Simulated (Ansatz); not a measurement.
```xyz
5
Lattice="4.0826 0.0000 0.0000 0.0000 4.0826 0.0000 0.0000 0.0000 4.0826" Properties=species:S:1:pos:R:3 pbc="T T T"
Ba     0.0000     0.0000     0.0000
Sn     2.0413     2.0413     2.0413
O      0.0000     2.0413     2.0413
O      2.0413     2.0413     0.0000
O      2.0413     0.0000     2.0413
```

The cell is fixed at its relaxed static size. Melting and transitions to other phases are not modelled.

### Question
Estimate each atom's mean-square displacement (sum over three axes) at 1000 K from path-integral sampling on the energy surface fitted in the stochastic self-consistent harmonic approximation in a 2×2×2 supercell, Ansatz (a quantum-chemistry and plane-wave program), LDA functional, plane-wave PAW.

### Answer
Ba1 0.040 Å², Sn2 0.019 Å², O3 0.071 Å², O4 0.071 Å², O5 0.071 Å². Waves longer than the supercell are missing, so the values are low for an infinite crystal. Over all wave vectors of the supercell the softest harmonic mode is 42i cm⁻¹ at q = (0.50, 0.50, 0.50); the softest of the Hessian is 71 cm⁻¹ at q = (0.50, 0.50, 0.50) at 300 K (error under 1; the run's verdict: stable), 96 cm⁻¹ at q = (0.00, 0.50, 0.50) at 1000 K (error under 1; the run's verdict: stable). A stable verdict is local, and a supercell this small can stiffen soft modes, so the symmetric phase can look stable where the real crystal is distorted.
